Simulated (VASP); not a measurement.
A run of VASP 6.6.1 is set up as follows.

File INCAR:

```
SYSTEM = KF
ALGO = Normal
EDIFF = 1E-7
ENCUT = 520
GGA = PE
ISIF = 2
ISMEAR = 0
LASPH = .True.
LCHARG = .True.
LELF = .True.
LREAL = .False.
LVHAR = .True.
LWAVE = .False.
NBANDS = 15
NELM = 100
PREC = Accurate
SIGMA = 0.02
```

KPOINTS

```
k-points
0
Gamma
  8 8 8
  0 0 0
```

The input POSCAR:

```
KF
1.0
    0.0000000000      2.7103322498      2.7103322498
    2.7103322498      0.0000000000      2.7103322498
    2.7103322498      2.7103322498      0.0000000000
K F
1 1
Direct
    0.0000000000      0.0000000000      0.0000000000
    0.5000000000      0.5000000000      0.5000000000
```

Potentials or basis: VASP PAW PBE potentials, release 64 (K_sv, F).

The run is started by

```sh
$ cat potpaw_PBE.64/K_sv/POTCAR potpaw_PBE.64/F/POTCAR > POTCAR
$ mpirun -np 1 vasp_std > vasp.out
```

Q: Estimate the band gap on the k mesh.

A: 5.95 eV, direct.

Q: Predict the pressure.

A: 0.0 GPa.

A k mesh can miss the band edges.
